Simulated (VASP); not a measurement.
# Bi2Te3 (Tellurobismuthite) (R-3m) in VASP: a series of runs

Runs on Bi2Te3 (Tellurobismuthite). Level: PBEsol. Tasks: relaxation of cell and atoms.

Program: VASP 6.6.1. These are calculated values, not measurements. Logs are shortened: lines on timing, memory, paths and dates and some standing lists are left out, and cuts for length are marked.

### 1 The structure

It takes space group R-3m (No. 166, trigonal). Conventional cell: a = 4.386 Å, b = 4.386 Å, c = 30.497 Å, α = 90.00°, β = 90.00°, γ = 120.00°. Bi (site symmetry 3m) has 6 Te at 3.07 to 3.25 Å as nearest neighbours. Around Te (site symmetry -3m) lie 6 Bi at 3.25 Å. Te (site symmetry 3m) has 3 Bi at 3.07 Å as nearest neighbours.

### 2 Relaxation of cell and atoms, PBEsol

INCAR reads:

```
ALGO     = Normal         # electronic algorithm
EDIFF    = 1E-6           # SCF threshold, eV
EDIFFG   = -0.01          # ionic threshold
ENCUT    = 600            # plane-wave cutoff, eV
GGA      = PS             # functional
IBRION   = 2              # ionic algorithm
ISIF     = 3              # what is computed and relaxed
ISMEAR   = 0              # smearing method
LASPH    = True           # aspherical terms in the spheres
LCHARG   = False          # write CHGCAR
LREAL    = False          # projectors in reciprocal space
LWAVE    = False          # write WAVECAR
NELM     = 80             # most SCF steps
NSW      = 90             # ionic steps
PREC     = Accurate       # precision mode
SIGMA    = 0.03           # smearing width, eV
```

KPOINTS reads:

```
k-points
0
Gamma
  7 7 7
```

POSCAR reads:

```
Bi2Te3
1.0
    2.1930000000      1.2661291403     10.1656666667
   -2.1930000000      1.2661291403     10.1656666667
    0.0000000000     -2.5322582807     10.1656666667
Bi Te
2 3
Direct
    0.4000000000      0.4000000000      0.4000000000
    0.6000000000      0.6000000000      0.6000000000
    0.0000000000      0.0000000000      0.0000000000
    0.2095000000      0.2095000000      0.2095000000
    0.7905000000      0.7905000000      0.7905000000
```

Potentials or basis: VASP PAW PBE potentials, release 64 (Bi_d, Te).

The run is started by

```
$ cat potpaw_PBE.64/Bi_d/POTCAR potpaw_PBE.64/Te/POTCAR > POTCAR
$ mpirun -np 1 vasp_std > vasp.out
```

OUTCAR:

```text
EDIFF = 1E-6
   EDIFFG = -0.01
   ENCUT = 600
   GGA = PS
   IBRION = 2
   ISIF = 3
   ISMEAR = 0
   LASPH = True
   LREAL = False
   NELM = 80
   NSW = 90
   PREC = Accurate

 ion  position               nearest neighbor table
   1  0.400  0.400  0.400-   5 3.07   5 3.07   5 3.07   3 3.25   3 3.25   3 3.25
   2  0.600  0.600  0.600-   4 3.07   4 3.07   4 3.07   3 3.25   3 3.25   3 3.25
   3  0.000  0.000  0.000-   2 3.25   1 3.25   2 3.25   2 3.25   1 3.25   1 3.25
   4  0.209  0.209  0.209-   2 3.07   2 3.07   2 3.07   5 3.64   5 3.64   5 3.64
   5  0.791  0.791  0.791-   1 3.07   1 3.07   1 3.07   4 3.64   4 3.64   4 3.64

  LATTYP: Found a trigonal (rhomboedric) cell.
 ALAT       =    10.4763118882
 COS(alpha) =     0.9123624111

  Lattice vectors:

 A1 = (   2.1930000000,   1.2661291403,  10.1656666667)
 A2 = (  -2.1930000000,   1.2661291403,  10.1656666667)
 A3 = (   0.0000000000,  -2.5322582807,  10.1656666667)

Analysis of symmetry for initial positions (statically):
=====================================================================
 Subroutine PRICEL returns:
 Original cell was already a primitive cell.

 Routine SETGRP: Setting up the symmetry group for a
 trigonal (rhombohedral) supercell.

 Subroutine GETGRP returns: Found 12 space group operations
 (whereof 12 operations were pure point group operations)
 out of a pool of 12 trial point group operations.

The static configuration has the point symmetry D_3d.

Analysis of symmetry for dynamics (positions and initial velocities):
=====================================================================
 Subroutine PRICEL returns:
 Original cell was already a primitive cell.

 Routine SETGRP: Setting up the symmetry group for a
 trigonal (rhombohedral) supercell.

 Subroutine GETGRP returns: Found 12 space group operations
 (whereof 12 operations were pure point group operations)
 out of a pool of 12 trial point group operations.

The dynamic configuration has the point symmetry D_3d.

 Subroutine INISYM returns: Found 12 space group operations
 (whereof 12 operations are pure point group operations),
 and found     1 'primitive' translations

----------------------------------------------------------------------------------------

                                     Primitive cell

  volume of cell :     169.3572

  direct lattice vectors                    reciprocal lattice vectors
     2.193000000  1.266129140 10.165666667     0.227998176  0.131634808  0.032790111
    -2.193000000  1.266129140 10.165666667    -0.227998176  0.131634808  0.032790111
     0.000000000 -2.532258281 10.165666667     0.000000000 -0.263269617  0.032790111

  length of vectors
    10.476311888 10.476311888 10.476311888     0.265303755  0.265303755  0.265303755

  position of ions in fractional coordinates (direct lattice)
     0.400000000  0.400000000  0.400000000
     0.600000000  0.600000000  0.600000000
     0.000000000  0.000000000  0.000000000
     0.209500000  0.209500000  0.209500000
     0.790500000  0.790500000  0.790500000

  ion indices of the primitive-cell ions
   primitive index   ion index
                 1           1
                 2           2
                 3           3
                 4           4
                 5           5

----------------------------------------------------------------------------------------

 KPOINTS: k-points

Automatic generation of k-mesh.
 Grid dimensions read from file:
 generate k-points for:    7    7    7

 Generating k-lattice:

  Cartesian coordinates                     Fractional coordinates (reciprocal lattice)
     0.032571168  0.018804973  0.004684302     0.142857143  0.000000000  0.000000000
    -0.032571168  0.018804973  0.004684302     0.000000000  0.142857143  0.000000000
     0.000000000 -0.037609945  0.004684302     0.000000000  0.000000000  0.142857143

  Length of vectors
     0.037900536  0.037900536  0.037900536

  Shift w.r.t. Gamma in fractional coordinates (k-lattice)
     0.000000000  0.000000000  0.000000000

 Subroutine IBZKPT returns following result:
[... 41 lines left out ...]
   ISYM   =      2    0-nonsym 1-usesym 2-fastsym
   POTIM  = 0.5000    time-step for ionic-motion
   TEBEG  =    0.0;   TEEND  =   0.0 temperature during run
   PSTRESS=    0.0 pullay stress
   NELECT =      48.0000    total number of electrons
   NUPDOWN=      -1.0000    fix difference up-down
   EMIN   =  10.00;   EMAX   =-10.00  energy-range for DOS
   EFERMI =   0.00;   METHOD = LEGACY
   ISMEAR =     0;   SIGMA  =   0.03  broadening in eV -4-tet -1-fermi 0-gaus
   EFERMI_NEDOS =   21; number of points for ismear=-14 and -15
   IALGO  =     38    algorithm
   IMIX   =      4    mixing-type and parameters
     AMIX     =   0.40;   BMIX     =  1.00
     AMIX_MAG =   1.60;   BMIX_MAG =  1.00
  volume/ion in A,a.u.               =      33.87       228.58
  Fermi-wavevector in a.u.,A,eV,Ry     =   1.075360  2.032136 15.733774  1.156400
  Thomas-Fermi vector in A             =   2.211215
   LORBIT       =      0    0 simple, 1 ext, 2 COOP (PROOUT), +10 PAW based schemes
   GGA     = PS    functional components
   LHFCALC =     F    Hartree Fock is set to
   AEXX    =    0.0000 exact exchange contribution
   IVDW    =     0    specifies the selected vdW correction
   LEPSILON=     F    determine dielectric tensor
   LRPA    =     F    only Hartree local field effects (RPA)
 conjugate gradient relaxation of ions
 non-spin polarized calculation
 Gauss-broadening in eV      SIGMA  =   0.03
  energy-cutoff  :      600.00
  volume of cell :      169.36
 maximum number of plane-waves:      5672
   NGX = 41   NGY = 41   NGZ = 41

--------------------------------------- Ionic step        1  -------------------------------------------

 number of electron      48.0000002 magnetization

 Free energy of the ion-electron system (eV)
  ---------------------------------------------------
  ext. energy  EPLUGINS =         0.00000000
  ---------------------------------------------------
  free energy    TOTEN  =       -20.29339832 eV

  energy without entropy =      -20.29339832  energy(sigma->0) =      -20.29339832

------------------------ aborting loop because EDIFF is reached ----------------------------------------

  FORCE on cell =-STRESS in cart. coord.  units (eV):
  Direction    XX          YY          ZZ          XY          YZ          ZX
  --------------------------------------------------------------------------------------
  -------------------------------------------------------------------------------------
  Total       -0.4903550     -0.4903550     -0.8027779      0.0000000      0.0000000      0.0000000
  in kB       -4.6389259     -4.6389259     -7.5945532      0.0000000      0.0000000      0.0000000
  external PRESSURE =      -5.6241350 kB  Pullay stress =       0.0000000 kB
[... 141 lines left out ...]
  energy  without entropy=      -20.2972039207  energy(sigma->0) =      -20.29720392

--------------------------------------- Ionic step        5  -------------------------------------------

 number of electron      47.9999998 magnetization

 Free energy of the ion-electron system (eV)
  ---------------------------------------------------
  ext. energy  EPLUGINS =         0.00000000
  ---------------------------------------------------
  free energy    TOTEN  =       -20.29738325 eV

  energy without entropy =      -20.29738325  energy(sigma->0) =      -20.29738325

 E-fermi :   6.2779     XC(G=0):  -9.5328

 val. band max:        6.1785998404   @ k =   0.0000   0.0000   0.0000
 cond. band min:       6.3771221357   @ k =   0.0000   0.0000   0.0000
 fundamental gap:      0.1985222953
 Fermi energy:         6.2778685284

 k-point     1 :       0.0000    0.0000    0.0000
  band No.  band energies     occupation
      1     -16.9370      2.00000
      2     -16.9370      2.00000
      3     -16.9354      2.00000
      4     -16.9354      2.00000
      5     -16.9272      2.00000
      6     -16.9257      2.00000
[... 733 lines left out ...]
     27       8.0192      0.00000
     28       8.4952      0.00000

 [... further k-points ...]
[... 5 lines left out ...]
  --------------------------------------------------------------------------------------
  -------------------------------------------------------------------------------------
  Total        0.0030178      0.0030178      0.0048327      0.0000000     -0.0000000      0.0000000
  in kB        0.0288235      0.0288235      0.0461572      0.0000000     -0.0000000      0.0000000
  external PRESSURE =       0.0346014 kB  Pullay stress =       0.0000000 kB
[... 20 lines left out ...]
  FREE ENERGIE OF THE ION-ELECTRON SYSTEM (eV)
  ---------------------------------------------------
  free  energy   TOTEN  =       -20.2973832484 eV

  energy  without entropy=      -20.2973832466  energy(sigma->0) =      -20.29738325

 reached required accuracy - stopping structural energy minimisation
```

Run time: 89 min. Hardware: 1 thread of Intel Xeon Platinum 8488C (Sapphire Rapids), shared host; peak memory 1.2 GiB.

Results:

| Property | Result |
| --- | --- |
| Free energy | -20.2974 eV |
| Relaxed volume | 33.55 Å³/atom |
| Relaxed cell | a = 10.396 Å, b = 10.396 Å, c = 10.396 Å, α = 24.34°, β = 24.34°, γ = 24.34° |
| Space group after relaxing (to 0.05 Å) | R-3m (No. 166) |
| Energy gained by relaxing | 0.8 meV/atom |
| Ionic steps | 5 |
| Pressure after relaxing | 0.0 GPa |
| Band gap on the k mesh | 0.20 eV, direct |

Forces on the atoms (eV/Å):
```
Bi   0.000  0.000 -0.003
Bi   0.000  0.000  0.003
Te   0.000  0.000  0.000
Te   0.000  0.000  0.001
Te   0.000  0.000 -0.001
```

Step by step:
```tsv
step	energy change (eV)	largest force (eV/Å)	pressure (GPa)	volume (Å³)
1	0.0000	0.0965	-0.56	169.36
2	-0.0020	0.0535	0.43	166.46
3	-0.0036	0.0134	0.02	167.61
4	-0.0038	0.0104	0.02	167.65
5	-0.0040	0.0028	0.00	167.75
```

Final structure:
```
Bi Te
1.0
     2.19139    1.26520   10.08385
    -2.19139    1.26520   10.08385
     0.00000   -2.53040   10.08385
Bi Te
2 3
Direct
  0.39997 0.39997 0.39997
  0.60003 0.60003 0.60003
  0.00000 0.00000 0.00000
  0.20964 0.20964 0.20964
  0.79036 0.79036 0.79036
```

Levels at points of the mesh, in eV from the valence-band top:
```
           k point  band 21  band 22  band 23  band 24  band 25  band 26  band 27  band 28
(0.00, 0.00, 0.00)    -1.75    -0.89    -0.89     0.00     0.20     0.61     0.61     1.91
```

Caveat: the PAW data sets were made with another functional, which shifts forces and pressure a little; spin-orbit coupling is left out, which as a rule narrows the gap of such compounds by several tenths of an eV; an odd mesh through Γ misses points on the zone boundary, where band edges often lie.

### 3 Relaxation of cell and atoms, PBEsol

This run uses another cell than the first one, of 33.55 Å³/atom, 0.990 times its volume.

INCAR: that of step 2 with these lines changed.

```diff
@@ -1,4 +1,4 @@
 ALGO     = Normal         # electronic algorithm
-EDIFF    = 1E-6           # SCF threshold, eV
-EDIFFG   = -0.01          # ionic threshold
+EDIFF    = 1E-7           # SCF threshold, eV
+EDIFFG   = -0.005         # ionic threshold
 ENCUT    = 600            # plane-wave cutoff, eV
```

KPOINTS is that of step 2.

POSCAR reads:

```
Bi2Te3                                  
1.0
    2.1913939443      1.2652018836     10.0838518283
   -2.1913939443      1.2652018836     10.0838518283
    0.0000000000     -2.5304037673     10.0838518283
  Bi              Te            
     2     3
Direct
     0.3999745826303973    0.3999745826303973    0.3999745826303973
     0.6000254173696027    0.6000254173696027    0.6000254173696028
     0.0000000000000000    0.0000000000000000    0.0000000000000000
     0.2096369417028061    0.2096369417028061    0.2096369417028061
     0.7903630582971940    0.7903630582971940    0.7903630582971940
```

Potentials or basis: VASP PAW PBE potentials, release 64 (Bi_d, Te).

The run is started by

```
$ cat potpaw_PBE.64/Bi_d/POTCAR potpaw_PBE.64/Te/POTCAR > POTCAR
$ mpirun -np 1 vasp_std > vasp.out
```

Wall time 31 min (1 thread of Intel Xeon Platinum 8488C (Sapphire Rapids), shared host); peak memory 1.2 GiB.

Results (log left out):

- Free energy: -20.2973 eV
- Pressure after relaxing: 0.0 GPa
- Largest force after relaxing: 0.003 eV/Å
- Band gap on the k mesh: 0.20 eV, direct

Forces in eV/Å, atoms in the order of the input:
```
Bi   0.000  0.000 -0.003
Bi   0.000  0.000  0.003
Te   0.000  0.000  0.000
Te   0.000  0.000  0.001
Te   0.000  0.000 -0.001
```

Final structure:
```xyz
5
Lattice="2.1914 1.2652 10.0839 -2.1914 1.2652 10.0839 0.0000 -2.5304 10.0839" Properties=species:S:1:pos:R:3 pbc="T T T"
Bi    0.0000    0.0000   12.0999
Bi    0.0000    0.0000   18.1517
Te    0.0000    0.0000    0.0000
Te    0.0000    0.0000    6.3418
Te    0.0000    0.0000   23.9097
```

Levels at points of the mesh, in eV from the valence-band top:
```
           k point  band 20  band 21  band 22  band 23  band 24  band 25  band 26  band 27  band 28
(0.00, 0.00, 0.00)    -1.75    -1.75    -0.89    -0.89     0.00     0.20     0.61     0.61     1.91
```

Caveat: the relaxation stopped at its first step, so nothing moved; the PAW data sets were made with another functional, which shifts forces and pressure a little; spin-orbit coupling is left out, which as a rule narrows the gap of such compounds by several tenths of an eV; an odd mesh through Γ misses points on the zone boundary, where band edges often lie.

### 4 Relaxation of cell and atoms, PBEsol

INCAR reads:

```
SYSTEM = Bi2Te3
PREC = Accurate ; ENCUT = 600
EDIFF = 1E-6 ; ISMEAR = 0
SIGMA = 0.03 ; LREAL = .False.
LASPH = .True. ; NELM = 80
ALGO = Normal ; ISIF = 3
LWAVE = .False. ; LCHARG = .False.
GGA = PS ; IBRION = 2
NSW = 90 ; EDIFFG = -0.01
KPAR = 2
```

KPOINTS reads:

```
regular mesh
0
Gamma
  7 7 7
  0 0 0
```

POSCAR reads:

```
Bi2Te3
1.0
    2.1930000000      1.2661291403     10.1656666667
   -2.1930000000      1.2661291403     10.1656666667
    0.0000000000     -2.5322582807     10.1656666667
Bi Te
2 3
Direct
    0.4000000000      0.4000000000      0.4000000000
    0.6000000000      0.6000000000      0.6000000000
    0.0000000000      0.0000000000      0.0000000000
    0.2095000000      0.2095000000      0.2095000000
    0.7905000000      0.7905000000      0.7905000000
```

The run is started by

```
$ cat potpaw_PBE.64/Bi_d/POTCAR potpaw_PBE.64/Te/POTCAR > POTCAR
$ mpirun -np 2 vasp_std > vasp.out
```

Wall time 29 min (2 MPI ranks of AMD EPYC 9R45 (Zen 5), shared host); peak memory 1.2 GiB.

Results (log left out):

```yaml
Free_energy: -20.2974 eV
Relaxed_volume: 33.55 Å³/atom
Relaxed_cell: a = 10.396 Å, b = 10.396 Å, c = 10.396 Å, α = 24.34°, β = 24.34°, γ = 24.34°
Space_group_after_relaxing_to_0.05_Å: R-3m (No. 166)
Energy_gained_by_relaxing: 0.8 meV/atom
Ionic_steps: 5
Pressure_after_relaxing: 0.0 GPa
Band_gap_on_the_k_mesh: 0.20 eV, direct
```

Forces on the atoms (eV/Å):
```
Bi   0.000  0.000 -0.003
Bi   0.000  0.000  0.003
Te   0.000  0.000  0.000
Te   0.000  0.000  0.001
Te   0.000  0.000 -0.001
```

Step by step:
```tsv
step	energy change (eV)	largest force (eV/Å)	pressure (GPa)	volume (Å³)
1	0.0000	0.0965	-0.56	169.36
2	-0.0020	0.0535	0.43	166.46
3	-0.0036	0.0134	0.02	167.61
4	-0.0038	0.0104	0.02	167.65
5	-0.0040	0.0028	0.00	167.75
```

Final structure:
```xyz
5
Lattice="2.1914 1.2652 10.0839 -2.1914 1.2652 10.0839 0.0000 -2.5304 10.0839" Properties=species:S:1:pos:R:3 pbc="T T T"
Bi    0.0000    0.0000   12.0999
Bi    0.0000    0.0000   18.1517
Te    0.0000    0.0000    0.0000
Te    0.0000    0.0000    6.3418
Te    0.0000    0.0000   23.9097
```

Levels at points of the mesh, in eV from the valence-band top:
```
           k point  band 22  band 23  band 24  band 25  band 26  band 27
(0.00, 0.00, 0.00)    -0.89    -0.89     0.00     0.20     0.61     0.61
```

Caveat: the PAW data sets were made with another functional, which shifts forces and pressure a little; spin-orbit coupling is left out, which as a rule narrows the gap of such compounds by several tenths of an eV; an odd mesh through Γ misses points on the zone boundary, where band edges often lie.

### 5 Relaxation of cell and atoms, PBEsol

This run uses another cell than the first one, of 33.55 Å³/atom, 0.990 times its volume.

INCAR reads:

```
SYSTEM = Bi2Te3
PREC = Accurate ; ENCUT = 600
EDIFF = 1E-7 ; ISMEAR = 0
SIGMA = 0.03 ; LREAL = .False.
LASPH = .True. ; NELM = 80
ALGO = Normal ; ISIF = 3
LWAVE = .False. ; LCHARG = .False.
GGA = PS ; IBRION = 2
NSW = 90 ; EDIFFG = -0.005
KPAR = 2
```

KPOINTS is that of step 4.

POSCAR reads:

```
Bi2Te3                                  
1.0
    2.1913939495      1.2652018866     10.0838517881
   -2.1913939495      1.2652018866     10.0838517881
    0.0000000000     -2.5304037733     10.0838517881
  Bi              Te            
     2     3
Direct
     0.3999745826017548    0.3999745826017548    0.3999745826017548
     0.6000254173982452    0.6000254173982452    0.6000254173982452
     0.0000000000000000    0.0000000000000000    0.0000000000000000
     0.2096369417418982    0.2096369417418982    0.2096369417418982
     0.7903630582581017    0.7903630582581017    0.7903630582581017
```

The run is started by

```
$ cat potpaw_PBE.64/Bi_d/POTCAR potpaw_PBE.64/Te/POTCAR > POTCAR
$ mpirun -np 2 vasp_std > vasp.out
```

It took 11 min on 2 MPI ranks of AMD EPYC 9R45 (Zen 5), shared host; peak memory 1.2 GiB.

It converged, with:

| Item | Value |
| --- | --- |
| Free energy | -20.2973 eV |
| Pressure after relaxing | 0.0 GPa |
| Largest force after relaxing | 0.003 eV/Å |
| Band gap on the k mesh | 0.20 eV, direct |

Forces in eV/Å, atoms in the order of the input:
```
Bi   0.000  0.000 -0.003
Bi   0.000  0.000  0.003
Te   0.000  0.000  0.000
Te   0.000  0.000  0.001
Te   0.000  0.000 -0.001
```

Final structure:
```
Bi Te
1.0
     2.19139    1.26520   10.08385
    -2.19139    1.26520   10.08385
     0.00000   -2.53040   10.08385
Bi Te
2 3
Direct
  0.39997 0.39997 0.39997
  0.60003 0.60003 0.60003
  0.00000 0.00000 0.00000
  0.20964 0.20964 0.20964
  0.79036 0.79036 0.79036
```

Levels at points of the mesh, in eV from the valence-band top:
```csv
k point,band 21,band 22,band 23,band 24,band 25,band 26,band 27,band 28
"(0.00, 0.00, 0.00)",-1.75,-0.89,-0.89,0.00,0.20,0.61,0.61,1.91
```

Caveat: the relaxation stopped at its first step, so nothing moved; the PAW data sets were made with another functional, which shifts forces and pressure a little; spin-orbit coupling is left out, which as a rule narrows the gap of such compounds by several tenths of an eV; an odd mesh through Γ misses points on the zone boundary, where band edges often lie. PBEsol gaps usually lie below the measured ones, often by a third to a half.
